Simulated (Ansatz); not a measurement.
Ge (fcc): energy against volume

All numbers below come from Ansatz 0.2.0, DFT, r2SCAN, plane waves (500 eV) with PAW, scalar-relativistic. (PAW data from PBE, frozen cores regenerated.)

The cell is scaled uniformly from the relaxed one, with fractional coordinates and shape fixed. Energies are extrapolated to zero smearing, pressures are those at the given smearing. Magnetic state: spin not included.

A Birch-Murnaghan fit gives V₀ = 19.04 Å³/atom, B₀ = 65 GPa, B₀′ = 4.6.

What are the energy above the minimum and the pressure at 17.439 Å³/atom?

31.7 meV/atom and 7.05 GPa as computed.

What are the energy above the minimum and the pressure at 19.713 Å³/atom?

4.5 meV/atom and -2.07 GPa as computed.

What are the energy above the minimum and the pressure at 21.230 Å³/atom?

41.6 meV/atom and -5.70 GPa as computed.
